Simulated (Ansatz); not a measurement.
input.yaml

```yaml
crystal:
  lattice:
    - [0.0, 2.25225924, 2.25225924]
    - [2.25225924, 0.0, 2.25225924]
    - [2.25225924, 2.25225924, 0.0]
  atoms:
    - { symbol: Nb, position: [0.5, 0.5, 0.5] }
    - { symbol: "N", position: [0.0, 0.0, 0.0] }
basis:
  ecutwfc: 420
kpoints:
  mp_grid: { grid: [16, 16, 16] }
hamiltonian:
  xc: pbe
scf:
  occupations: { method: gaussian, width: 0.1 }
output:
  forces: true
  stress: true
  eigenvalues: true
```

Launched with
```bash
ansatz run input.yaml --threads 1 --pin off --max-ram 1331MiB --backend cpu --events-out ev --progress --plain --runs-dir out
```

Method: Ansatz, DFT PBE, scalar-relativistic, plane waves, PAW.

Abridged output:

```
Pseudopotentials: kind: paw
Pseudopotential: Nb, paw, valence charge 13, recommended cutoff 420 eV (normal)
Pseudopotential: N, paw, valence charge 5, recommended cutoff 420 eV (normal)
Functional definition: PBE
Crystal: 2 atoms, lattice volume = 22.850 Å³
Basis set: ecut = 420 eV, 459 PW (Γ), exchange–correlation on 48×48×48 points (8 copies of the dense FFT grid, shifted against one another)
Bands: 13, of which v1, the nominal top of the filled ones, is band 9 counted from 1 (8 counted from 0)
Symmetry: 48 space group operations
Space group: Fm-3m (ITA 225), of the structure as read, at distance tolerance 2.8e-5 Å
k-points: 145 of 4096
Initial density: superposition of atomic densities (neutral atoms: chi_scale 0, normalization atom), corrected by the library's trained network
Initial wavefunctions: pseudopotential atomic-orbital guess
Functional: x = pbe(κ = 0.804, μ = 0.21951497), c = pbe(β = 0.06672455)
SCF iter   1: F=—  HF=-4938.149283 eV  |F-HF|=—  |Δ(HF+E_count)|=         —  Δρ=2.33e-3  dr2=5.49e-4  ethr=1.77e-3  ⟨swp⟩=5.2  Hψ=22018  notcnv=0  defer=19
automatic band count: the SCF goes on with 17 bands, as 13 were too few: the levels above may hold too much charge
SCF iter   2: F=—  HF=-4938.149144 eV  |F-HF|=—  |Δ(HF+E_count)|=   1.39e-4  Δρ=1.38e-3  dr2=2.14e-4  ethr=3.05e-6  ⟨swp⟩=2.5  Hψ=4516  notcnv=0  defer=19
SCF iter   3: F=—  HF=-4938.149212 eV  |F-HF|=—  |Δ(HF+E_count)|=   6.79e-5  Δρ=2.21e-4  dr2=8.17e-6  ethr=1.19e-6  ⟨swp⟩=2.2  Hψ=2694  notcnv=0  defer=19
SCF iter   4: F=—  HF=-4938.149207 eV  |F-HF|=—  |Δ(HF+E_count)|=   4.25e-6  Δρ=5.76e-5  dr2=2.52e-7  ethr=4.54e-8  ⟨swp⟩=2.2  Hψ=3237  notcnv=0  defer=19
SCF iter   5: F=-4938.149208 eV  HF=-4938.149208 eV  |F-HF|=1.70e-8  |Δ(HF+E_count)|=   1.94e-7  Δρ=1.20e-5  dr2=2.12e-8  ethr=1.40e-9  ⟨swp⟩=2.0  Hψ=3373  notcnv=0  defer=19
SCF iter   6: F=-4938.149208 eV  HF=-4938.149208 eV  |F-HF|=1.40e-9  |Δ(HF+E_count)|=   5.90e-9  Δρ=3.67e-6  dr2=1.76e-9  ethr=1.18e-10  ⟨swp⟩=4.3  Hψ=9347  notcnv=0
SCF 1 converged in 6 iterations: F = -4938.149208 eV  dr2 = 1.76e-9
SCF converged after 6 iterations
Free energy (F): -4938.149208 eV
Harris-Foulkes:  -4938.149208 eV  (|F-HF|=1.40e-9)
Internal energy: -4938.142432 eV  (E = F + TS)
E sigma→0 (E₀):  -4938.145820 eV
Entropy (-TS):   -0.006776 eV (-3.388 meV/atom)
Fermi energy:    18.941282 eV
--- Per-component energies (eV) ---
  E_band       = -36.823395
  E_kinetic    = 523.178903
  E_local      = -773.994852  (includes V_loc(G=0)·N_el)
  E_nonlocal   = 163.532570
  E_hartree    = 232.522214
  E_xc         = -235.606180
  E_vxc        = -289.425475  (∫ρ·V_xc dr)
  E_paw        = -3199.665048  (= ΣΔE_a)
  E_vpaw       = -125.158183  (= ΣTr[D̂ρ^β])
  E_aug_tail   = 0.000093  (compensation charges beyond the density's cutoff)
  E_ewald      = -1648.110132
  E_smearing   = -0.006776  (= −TS)
--- Forces (eV/Å), atoms counted from 1 ---
  atom   1  Nb     0.00000000     0.00000000     0.00000000
  atom   2  N      0.00000000     0.00000000     0.00000000
--- Stress (GPa, compression-positive) ---
      -15.128754       0.000000       0.000000
        0.000000     -15.128754       0.000000
        0.000000       0.000000     -15.128754
  P = ⅓ Tr σ = -15.1288 GPa (-151.288 kbar)
--- Band table (eV; the first three rows and the last of 145) ---
  k-point 0: bands = ["-37.4928", "-13.2214", "-13.2214", "-13.2214", "1.8158", "15.8233", "15.8233", "15.8233", "17.1190", "17.1190", "17.1190", "18.7988", "18.7988", "21.5284", "28.3599", "40.3563", "40.3563"]
  k-point 1: bands = ["-37.4891", "-13.2541", "-13.2243", "-13.2243", "1.8892", "15.3738", "15.4902", "15.4902", "17.2541", "17.2541", "17.3519", "19.1673", "19.1673", "21.7682", "28.5897", "39.5115", "39.9241"]
  k-point 2: bands = ["-37.4787", "-13.3462", "-13.2323", "-13.2323", "2.1003", "14.4818", "14.8305", "14.8305", "17.5517", "17.5517", "17.7022", "20.0292", "20.0292", "22.3874", "29.2108", "37.9764", "38.7464"]
  k-point 144: bands = ["-37.3642", "-13.6889", "-13.6889", "-13.5103", "3.0819", "12.6939", "13.1938", "13.1938", "18.8479", "18.8479", "21.4038", "21.8564", "23.0254", "29.7312", "30.0726", "30.0726", "33.8196"]
```

The calculation finished and met its thresholds.